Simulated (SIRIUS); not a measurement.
PtS2, 3 atoms in the cell. It takes space group P-3m1 (No. 164, trigonal). The conventional cell has a = 3.543 Å, b = 3.543 Å, c = 5.039 Å, α = 90.00°, β = 90.00°, γ = 120.00°. Pt (site symmetry -3m) has 6 S at 2.34 Å as nearest neighbours. S (site symmetry 3m) has 3 Pt at 2.34 Å as nearest neighbours. 

| Item | Value |
| --- | --- |
| Program | SIRIUS 7.10.0 |
| Task | single point |
| Functional | PBEsol |
| Potentials or basis | PseudoDojo 0.4.1 PBEsol standard (scalar relativistic) |
| Cutoff | 1152 eV |
| Density cutoff | 4606 eV |
| k mesh | 9 × 9 × 5 |
| Occupations | fermi-dirac, width 0.05 eV |
| Spin | no spin polarisation |
| Libxc names | ["XC_GGA_X_PBE_SOL", "XC_GGA_C_PBE_SOL"] |
| Energy tol | 1e-08 Ha |
| Density tol | 1e-06 |
| Mixer | anderson |
| Mixing beta | 0.7 |
| Max scf | 100 |
| Radial cutoff for the potentials' integrals | 6.5 bohr |

Potentials or basis: PseudoDojo 0.4.1 PBEsol standard (scalar relativistic).

Launch:

```sh
$ upf_to_json Pt.upf
$ upf_to_json S.upf
$ OMP_NUM_THREADS=1 sirius.scf --input=sirius.json --output=out.json --task=0
```

Hardware: 1 thread of Arm Neoverse V2, on a shared host.

Estimate the wall time of this run.

It took 2.6 min on 1 thread of Arm Neoverse V2 (shared host), peak memory 0.83 GiB. Counts: scf iterations 12, k points 50, plane waves 4791, bands 23.
